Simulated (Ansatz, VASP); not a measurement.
**MgZnO4 in VASP and in Ansatz**

File INCAR:

```
PREC = Accurate
ENCUT = 520
EDIFF = 1E-6
ISMEAR = 0
SIGMA = 0.1
LREAL = False
LASPH = True
NELM = 100
ALGO = Normal
ISIF = 2
LWAVE = False
LCHARG = True
GGA = PE
LELF = True
LVHAR = True
NBANDS = 28
```

Contents of KPOINTS:

```
Automatic mesh
0
Gamma
  6 6 4
```

File POSCAR:

```
MgZnO4
1.0
    3.2515632500      0.0000000000      0.0000000000
    0.0000000000      3.2515632500      0.0000000000
    0.0000000000      0.0000000000      5.4857268000
Mg Zn O
1 1 4
Direct
    0.0000000000      0.0000000000      0.0000000000
    0.5000000000      0.5000000000      0.5000000000
    0.0000000000      0.0000000000      0.6013339800
    0.5000000000      0.5000000000      0.1024750000
    0.5000000000      0.5000000000      0.8975250000
    0.0000000000      0.0000000000      0.3986660200
```

Input for Ansatz:

```yaml
crystal:
  lattice:
    - [3.25156325, 0.0, 0.0]
    - [0.0, 3.25156325, 0.0]
    - [0.0, 0.0, 5.4857268]
  atoms:
    - { symbol: Mg, position: [0.0, 0.0, 0.0] }
    - { symbol: Zn, position: [0.5, 0.5, 0.5] }
    - { symbol: O, position: [0.0, 0.0, 0.60133398] }
    - { symbol: O, position: [0.5, 0.5, 0.102475] }
    - { symbol: O, position: [0.5, 0.5, 0.897525] }
    - { symbol: O, position: [0.0, 0.0, 0.39866602] }
basis:
  ecutwfc: 420
kpoints:
  mp_grid: { grid: [6, 6, 4] }
hamiltonian:
  xc: pbe
scf:
  occupations: { method: gaussian, width: 0.1 }
  lower_state_search: "off"
output:
  forces: true
  stress: true
  eigenvalues: true
```

Change from the starting cell: species swapped into the PrDyC4 type (P4/mmm, No. 123).

Alike in both runs: task single point; functional PBE; k mesh 6 × 6 × 4; occupations gaussian, width 0.1 eV; no spin polarisation.

```csv
,VASP,Ansatz
version,VASP 6.6.1,Ansatz 0.2.0
potentials or method,"VASP PAW PBE potentials, release 64 (Mg, Zn, O)","scalar-relativistic, plane waves, PAW"
plane-wave cutoff (eV),520,420
valence electrons in the cell,38,46
```

```csv
,VASP,Ansatz,Ansatz less VASP
gap on the k mesh at the Fermi level (eV),none,none,-
rms of the force components (eV/Å),14.104,12.645,-1.4592
```

Atom by atom the forces differ by 1.460 eV/Å (rms over components). A gap of «none» marks a metal or a gap that the smearing closes. The two sets of potentials don't hold the same shells in valence.

Caveats: the standard files for N, O and F lose accuracy on very short bonds; forces of over 1 eV/Å show positions far from the minimum, so gaps and moduli don't describe the material at rest.
